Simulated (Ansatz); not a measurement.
**Relaxing InAs₃**

All numbers below come from DFT PBE, scalar-relativistic, plane waves, PAW (Ansatz 0.2.0). Cutoff 420 eV, Γ-centred k mesh, Gaussian smearing, no spin polarisation in the final step.

InAs₃ was placed on the sites of a reported Cu3Pd cell (P4/mmm, No. 123), with In in place of Pd, As in place of Cu, at a guessed volume.

```
CELL_PARAMETERS angstrom
4.37373 0.00000 0.00000
0.00000 4.37373 0.00000
0.00000 0.00000 4.32878
ATOMIC_POSITIONS crystal
In 0.00000 0.00000 0.00000
As 0.00000 0.50000 0.50000
As 0.50000 0.00000 0.50000
As 0.50000 0.50000 0.00000
```

Cell and atoms relax at zero pressure; the relaxation can't lower the symmetry of the start.

Energies over the elements count from the elements' standard structures at the same level, with no empirical corrections.

**Question.** Describe the relaxed structure.

**Answer.** It keeps P4/mmm (No. 123), but not the shape of the type it started on. Conventional cell: a = 4.857 Å, c = 3.537 Å. In is coordinated by 8 As at 3.00 Å, 4 As at 3.43 Å and 2 In at 3.54 Å; As on Wyckoff site e (2 atoms of the primitive cell) is coordinated by 4 As at 3.00 Å, 4 In at 3.00 Å and 6 As at 3.43–3.54 Å; As on Wyckoff site c (1 atom of the primitive cell) is coordinated by 8 As at 3.00 Å, 4 In at 3.43 Å and 2 As at 3.54 Å.

Space group P4/mmm (No. 123). a = 4.857 Å, b = 4.857 Å, c = 3.537 Å, α = 90.00°, β = 90.00°, γ = 90.00°
| atom | site | symmetry | x | y | z |
| --- | --- | --- | --- | --- | --- |
| In | 1a | 4/mmm | 0.0000 | 0.0000 | 0.0000 |
| As | 2e | mmm. | 0.0000 | 0.5000 | 0.5000 |
| As | 1c | 4/mmm | 0.5000 | 0.5000 | 0.0000 |

**Question.** What are its volume, energy, density and gap?

**Answer.** The volume per atom is 20.86 Å³ and the density is 6.76 g/cm³. The energy over the elements is 0.33 eV/atom. The gap on the 12×12×12 mesh is 0 eV (a metal).

The final run used a 12×12×12 mesh on its 4-atom cell and 0.10 eV smearing. For metals, differences of a few meV/atom aren't resolved. A structure relaxed within its symmetry needn't be a true minimum.

Cost: 2 runs of about 11 core-minutes in all, on Intel Xeon Platinum 8259CL (Skylake/Cascade Lake) (shared hosts).